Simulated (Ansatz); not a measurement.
Runs of Ansatz 0.2.0 on P. The structure is trigonal, space group R-3m (No. 166). Conventional cell: a = 3.451 Å, b = 3.451 Å, c = 9.389 Å, α = 90.00°, β = 90.00°, γ = 120.00°. P (site symmetry 3m) is surrounded by 3 P at 2.29 Å. This isn't the form of P at room conditions, which is orthorhombic.

```csv
task,level,potentials or basis,spin,cell,k mesh,cutoff (eV),smearing,basis error allowed,mesh quality,gap on the mesh (eV),pressure (GPa),largest force (eV/Å)
single point,PBEsol,"all-electron LAPW, scalar-relativistic",off,as given,9 × 9 × 9,220,gaussian 0.1 eV,0.001 eV/atom,not flagged,none,-1.8,0.26
single point,PBEsol,"all-electron LAPW, scalar-relativistic",off,as given,5 × 5 × 5,220,fermi-dirac 0.03 eV,0.001 eV/atom,coarse,none,-1.2,0.13
phonons,PBEsol,"all-electron LAPW, scalar-relativistic",off,as given,9 × 9 × 9,240,fermi-dirac 0.05 eV,0.001 eV/atom,not flagged,none,-,0.26
band structure,LDA,"all-electron LAPW, scalar-relativistic",off,as given,9 × 9 × 9,221,fermi-dirac 0.05 eV,0.001 eV/atom,not flagged,-,(a),0.19
single point,PBEsol,all-electron PAW datasets made for the crystal,off,as given,6 × 6 × 6,240,fermi-dirac 0.05 eV,-,coarse,none,-2.0,0.06
density of states,PBEsol,all-electron PAW datasets made for the crystal,off,as given,9 × 9 × 9,240,fermi-dirac 0.05 eV,-,not flagged,none,-1.8,0.26
band structure,PBEsol,"all-electron LAPW, scalar-relativistic",off,"atoms moved at random, drawn with an rms of 0.15 Å",9 × 9 × 9,205,gaussian 0.05 eV,0.001 eV/atom,not flagged,-,-7.9,0.83
band structure,PBEsol,"all-electron LAPW, non-relativistic",off,as given,9 × 9 × 9,220,fermi-dirac 0.05 eV,0.001 eV/atom,not flagged,-,-2.0,(b)
single point,LDA,all-electron PAW datasets made for the crystal,"collinear, antiferromagnetic start",as given,9 × 9 × 9,240,fermi-dirac 0.01 eV,-,not flagged,none,-2.9,0.16
single point,HSE06,all-electron PAW datasets made for the crystal,off,as given,6 × 6 × 6,270,fermi-dirac 0.05 eV,-,coarse,none,-,0.27
single point,PBEsol,"all-electron LAPW, scalar-relativistic",off,as given,9 × 9 × 9,220,fermi-dirac 0.05 eV,0.001 eV/atom,not flagged,none,-1.8,0.26
```

Estimate the missing entries.

(a) -3.0; (b) 0.25.

Caveats: some runs use coarse meshes; the k mesh is thin for a metal, which can move the energy by tens of meV per atom (some runs); the program warned that the printed levels may be off, so bands, gaps and densities of states are rough (some runs); a metal's response needs a denser mesh (some runs).

A k mesh can miss the band edges.

A gap of «none» marks a metal or a gap under the smearing width.

Not every run made on this cell is shown here.
